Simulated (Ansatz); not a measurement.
Write a Python script for the Python package of Ansatz (0.2.0) that makes a calculation of the elastic constants of ZrN, space group Fm-3m. Use: PBEsol, PAW, cutoff 630 eV, 16×16×16 k-points, Methfessel-Paxton smearing of 0.1 eV.

```
CELL_PARAMETERS angstrom
0.00000 2.30000 2.30000
2.30000 0.00000 2.30000
2.30000 2.30000 0.00000
ATOMIC_POSITIONS crystal
Zr 0.50000 0.50000 0.50000
N 0.00000 0.00000 0.00000
```

Script `elastic_zrn.py`:
```python
"""Elastic constants of ZrN."""

import ansatz as az
import numpy as np

vectors = np.array([
    [0.0, 2.3, 2.3],
    [2.3, 0.0, 2.3],
    [2.3, 2.3, 0.0],
])
xtal = (
    az.Lattice.of(vectors)
    .atom("Zr", (0.5, 0.5, 0.5))
    .atom("N", (0.0, 0.0, 0.0))
)

calc = (
    xtal.calculation()
    .basis(630)
    .occupations("Methfessel-Paxton")
    .scf(tolerance=1e-09, extra_bands=16)
    .functional("pbesol")
    .kpoints(16, 16, 16)
)
result = calc.elastic(az.ElasticMode.RELAXED_ION, amplitude=0.003).run(threads=1)
elastic = result.elastic

C = np.asarray(elastic.c_gpa)
for i in range(6):
    for j in range(i, 6):
        if abs(C[i, j]) > 0.05:
            print(f"C{i + 1}{j + 1} = {C[i, j]:.1f} GPa")
print("smallest eigenvalue of C:", round(elastic.stability.min_eigenvalue_gpa, 1), "GPa; tensor positive definite:", elastic.stability.min_eigenvalue_gpa > 0)
# averaged moduli need a positive definite tensor
if elastic.stability.min_eigenvalue_gpa > 0:
    m = elastic.moduli
    print(f"K = {m.k_hill_gpa:.1f}, G = {m.g_hill_gpa:.1f}, E = {m.youngs_gpa:.1f} GPa, Poisson ratio {m.poisson:.3f}, K/G = {m.k_hill_gpa / m.g_hill_gpa:.2f}")
```

```console
$ python elastic_zrn.py
DeckWarning: elastic: scf.convergence.dr2_threshold = 1e-9 eV (typed) is looser than the 2.25e-10 eV advised at elastic.amplitude = 3e-3. Elastic constants divide stress differences by the amplitude, [...]
C11 = 496.1 GPa
C12 = 103.5 GPa
C13 = 103.5 GPa
C22 = 496.1 GPa
C23 = 103.5 GPa
C33 = 496.1 GPa
C44 = 107.7 GPa
C55 = 107.7 GPa
C66 = 107.7 GPa
smallest eigenvalue of C: 107.7 GPa; tensor positive definite: True
K = 234.4, G = 137.3, E = 344.6 GPa, Poisson ratio 0.255, K/G = 1.71
```
(Warnings from the package without file and line, shortened.)

Reading the output:
- The settings weren't tested for convergence.
- The run is spin-unpolarised.
- The cell isn't relaxed first, so the values belong to this volume.
- A positive definite tensor excludes instabilities under uniform strain alone; phonons elsewhere in the zone can still be imaginary.
- Of the deposited cell: the entry's cell lengths or inner coordinates differ somewhat from later room-temperature determinations.
- At these settings the cell as given stands under about -8 GPa, so it isn't at this functional's equilibrium volume.
- The starting cell is as deposited in a crystallographic database; the results hold for this polymorph, which needn't be the stable one.
- Shear constants of a metal converge slowly with the k-point mesh and can be wrong in sign on a coarse one; the constants belong to the cell that was strained.
- Hardware and time: 79 s on 1 thread of Intel(R) Xeon(R) Processor @ 2.30GHz, with other jobs on the host, peak memory 1 GiB.

(A comment or docstring line of the script was reworded after the run, the code is as it ran.)
